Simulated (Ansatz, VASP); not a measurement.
# CaO in two plane-wave programs, part 2 of 2

One calculation is typed for both programs; each brings its own data sets and cutoff. How far apart do they land? The cell is taken from a series of VASP runs on this material, whose earlier steps may have relaxed, scaled or displaced it; both programs get it as it stands. Other levels of theory on this material are compared in a session of their own.

VASP 6.6.1 and Ansatz 0.2.0.

So far. Step 2 (VASP: band structure, PBE): The run ends at a pressure of 0.90 GPa.

**6. VASP: band structure, r2SCAN**

Level of this step: r2SCAN; plane waves and PAW (Ca_sv, O) (VASP).

The same cell, functional, mesh and smearing now go to VASP, with its own data sets and cutoff.

INCAR

```
SYSTEM = CaO
PREC = Accurate
ENCUT = 460
EDIFF = 1E-06
NELM = 100
ISMEAR = 0
SIGMA = 0.03
LREAL = .FALSE.
ALGO = Normal
METAGGA = R2SCAN
LASPH = .TRUE.
NBANDS = 20
LORBIT = 11
LWAVE = .FALSE.
LCHARG = .FALSE.
KPAR = 4
```

POSCAR

```
CaO
1.0
    0.0000000000      2.4087000000      2.4087000000
    2.4087000000      0.0000000000      2.4087000000
    2.4087000000      2.4087000000      0.0000000000
Ca O
1 1
Direct
    0.0000000000      0.0000000000      0.0000000000
    0.5000000000      0.5000000000      0.5000000000
```

KPOINTS

```
Automatic mesh
0
Gamma
8 8 8
0 0 0
```

KPOINTS_OPT

```
Line mode
10
Line-mode
Reciprocal
  0.00000000   0.00000000   0.00000000 GAMMA
  0.50000000   0.00000000   0.50000000 X

  0.50000000   0.00000000   0.50000000 X
  0.50000000   0.25000000   0.75000000 W

  0.50000000   0.25000000   0.75000000 W
  0.37500000   0.37500000   0.75000000 K

  0.37500000   0.37500000   0.75000000 K
  0.00000000   0.00000000   0.00000000 GAMMA

  0.00000000   0.00000000   0.00000000 GAMMA
  0.50000000   0.50000000   0.50000000 L

  0.50000000   0.50000000   0.50000000 L
  0.62500000   0.25000000   0.62500000 U

  0.62500000   0.25000000   0.62500000 U
  0.50000000   0.25000000   0.75000000 W

  0.50000000   0.25000000   0.75000000 W
  0.50000000   0.50000000   0.50000000 L

  0.50000000   0.50000000   0.50000000 L
  0.37500000   0.37500000   0.75000000 K

  0.62500000   0.25000000   0.62500000 U
  0.50000000   0.00000000   0.50000000 X
```

Potentials, in the order of the species: Ca_sv and O (PBE family, release 64).

Command:

```bash
> mpirun -np 4 vasp_std
```

Numbers of over 12 decimals in the logs are rounded to 6 here.

The program printed:

```text
[banner, memory and clock lines left out]
running    4 mpi-ranks, on    1 nodes
[...]
|                                                                             |
|               ----> ADVICE to this user running VASP <----                  |
|                                                                             |
|     You enforced a specific xc type in the INCAR file but a different       |
|     [... a line on the potential file left out ...]
|     I HOPE YOU KNOW WHAT YOU ARE DOING!                                     |
|                                                                             |

 LDA part: xc-table for (None), standard interpolation
 POSCAR, INCAR and KPOINTS ok, starting setup
[...]
entering main loop
       N       E                     dE             d eps       ncg     rms          rms(c)
DAV:   1     0.110194058717E+03    0.11019E+03   -0.73446E+03  1160   0.762E+02
DAV:   2    -0.205472201584E+02   -0.13074E+03   -0.12108E+03  1272   0.234E+02
[...]
DAV:  12    -0.194574123449E+02    0.23888E-04   -0.32734E-05  1556   0.495E-02    0.623E-03
DAV:  13    -0.194574128060E+02   -0.46105E-06   -0.51345E-06  1484   0.160E-02
   1 F= -.19457413E+02 E0= -.19457413E+02  d E =-.448446E-16
 Start KPOINTS_OPT (optional k-point list driver)
k-point batch [1-29\100]
       N       E                     dE             ncg
DAV:   1    -0.183425972507E+04   -0.17719E+05     1160
DAV:   2    -0.565514701467E+04   -0.38209E+04     1288
DAV:   3    -0.577640968852E+04   -0.12126E+03     1504
DAV:   4    -0.577875189097E+04   -0.23422E+01     1396
DAV:   5    -0.577879166296E+04   -0.39772E-01     1460
DAV:   6    -0.577879265771E+04   -0.99475E-03     1356
DAV:   7    -0.577879268269E+04   -0.24976E-04     1436
DAV:   8    -0.577879268329E+04   -0.60625E-06      904
[...]
k-point batch [88-100\100]
       N       E                     dE             ncg
DAV:   1     0.838978419056E+04   -0.91454E+04      528
DAV:   2     0.674733848042E+04   -0.16424E+04      572
DAV:   3     0.669107052682E+04   -0.56268E+02      712
DAV:   4     0.669017161877E+04   -0.89891E+00      600
DAV:   5     0.669015402358E+04   -0.17595E-01      676
DAV:   6     0.669015352998E+04   -0.49360E-03      608
DAV:   7     0.669015351712E+04   -0.12863E-04      656
DAV:   8     0.669015351682E+04   -0.30165E-06      404
```

OUTCAR, selected parts (step 6):

```text
  Total       -0.1981874     -0.1981874     -0.1981874     -0.0000000      0.0000000      0.0000000
  in kB      -11.3607872    -11.3607872    -11.3607872     -0.0000000      0.0000000      0.0000000
  external PRESSURE =     -11.3607872 kB  Pullay stress =       0.0000000 kB

 POSITION                                       TOTAL-FORCE (eV/Angst)
 -----------------------------------------------------------------------------------
      0.00000      0.00000      0.00000         0.000000     -0.000000     -0.000000
      2.40870      2.40870      2.40870        -0.000000      0.000000      0.000000
 -----------------------------------------------------------------------------------
    total drift:                                0.000000     -0.000000     -0.000000

  FREE ENERGIE OF THE ION-ELECTRON SYSTEM (eV)
  ---------------------------------------------------
  free  energy   TOTEN  =       -19.4574128060 eV

  energy  without entropy=      -19.4574128060  energy(sigma->0) =      -19.45741281

[... 2 parts as in an earlier step ...]

[... 1 further part left out ...]
[key lines of the parts left out:]
E-fermi :   2.1368
```

The run ends at a pressure of -1.14 GPa.

**7. Side by side**

What differs besides the data sets and the points named for the pairs above, as far as they apply: VASP keeps PBE cores, Ansatz makes them for the functional; the cutoff is 500 eV in Ansatz and 460 eV in VASP. Total energies have different zeros and are not compared.

The two programs side by side:

| quantity | Ansatz | VASP | difference |
| --- | --- | --- | --- |
| pressure (GPa) | -1.60 | -1.14 | -0.46 |
| pressure without Ansatz's Pulay correction (GPa) | -1.65 | -1.14 | -0.51 |
| gap over the path points (eV) | 4.202 | 4.190 | +0.012 |

Levels at points of the path, from each program's valence-band top (eV; 3 filled, then empty):

| k (reciprocal lattice) | Ansatz | VASP |
| --- | --- | --- |
| 0.000 0.000 0.000 | 0.00 0.00 0.00 5.38 6.83 6.83 | 0.00 0.00 0.00 5.37 6.83 6.83 |
| 0.167 0.000 0.167 | -1.17 -0.18 -0.18 5.97 6.51 7.80 | -1.18 -0.18 -0.18 5.97 6.50 7.81 |
| 0.333 0.000 0.333 | -1.68 -0.36 -0.36 4.71 8.05 9.29 | -1.68 -0.36 -0.36 4.70 8.04 9.27 |
| 0.500 0.000 0.500 | -1.31 -0.38 -0.38 4.20 8.73 9.61 | -1.30 -0.38 -0.38 4.19 8.71 9.59 |
| 0.500 0.083 0.583 | -1.28 -0.61 -0.52 4.59 8.87 9.53 | -1.28 -0.61 -0.51 4.58 8.85 9.54 |
| 0.500 0.194 0.694 | -1.17 -1.16 -0.89 6.01 7.84 9.05 | -1.17 -1.16 -0.89 6.00 7.84 9.03 |
| 0.500 0.250 0.750 | -1.26 -1.05 -1.05 6.91 6.91 9.07 | -1.27 -1.04 -1.04 6.91 6.91 9.05 |
| 0.458 0.292 0.750 | -1.28 -1.13 -0.92 6.28 7.61 9.10 | -1.29 -1.13 -0.92 6.28 7.62 9.09 |
| 0.403 0.347 0.750 | -1.31 -1.20 -0.79 5.77 8.45 9.22 | -1.31 -1.19 -0.80 5.77 8.46 9.20 |
| 0.375 0.375 0.750 | -1.31 -1.20 -0.77 5.71 8.62 9.24 | -1.31 -1.20 -0.78 5.70 8.63 9.23 |

Among the levels compared at these points, filled levels agree within 10 meV and empty ones within 22 meV. Ansatz's pressure holds a Pulay correction of 0.05 GPa; VASP's holds none.

**8. Results**

```yaml
difference_in_gap_over_the_path_points_band_structure_pbe: 0.018 eV
difference_in_gap_over_the_path_points_band_structure_r2scan: 0.012 eV
```

What this shows: The difference in gap over the path points is 0.018 eV (band structure, PBE), within the 0.08 eV picked in this series as the mark of a large difference. 8 further runs of this series are not shown here. How closely two codes agree says nothing of how well the functional describes the real material.

[Lines on the potential files, build, host, timing and source positions are cut from VASP's logs without a mark.]

[Logs are printed without paths, hosts, clocks, repeated set-up lines and the standing remarks that a program may print on its own settings, such as how far it seeks lower states.]

[Hosts, paths, dates, database ids (printed as entryN), source tags and the programs' standing remarks are cut or masked in the printed files.]
